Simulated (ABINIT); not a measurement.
The system is HgTe (Coloradoite).

```
Hg Te
1.0
     0.00000    3.21450    3.21450
     3.21450    0.00000    3.21450
     3.21450    3.21450    0.00000
Hg Te
1 1
Direct
  0.00000 0.00000 0.00000
  0.75000 0.75000 0.75000
```

Base run:

- Program: ABINIT 10.8.3 (patched build)
- Functional: PBE
- Potentials or basis: PseudoDojo NC SR PBE v0.4.1 standard
- Cutoff: 952 eV
- k mesh: 5 × 5 × 5
- Occupations: fermi-dirac, width 0.05 eV
- Spin: no spin polarisation

Its results: band gap on the k mesh none (metal or under the smearing width); pressure 4.7 GPa.

Question: The run is repeated on the same cell with these changes: functional from PBE to LDA; potentials or basis from PseudoDojo NC SR PBE v0.4.1 standard to PseudoDojo NC SR LDA v0.4.1 standard. What comes out?

Answer: Band gap on the k mesh none (metal or under the smearing width); pressure 0.2 GPa.
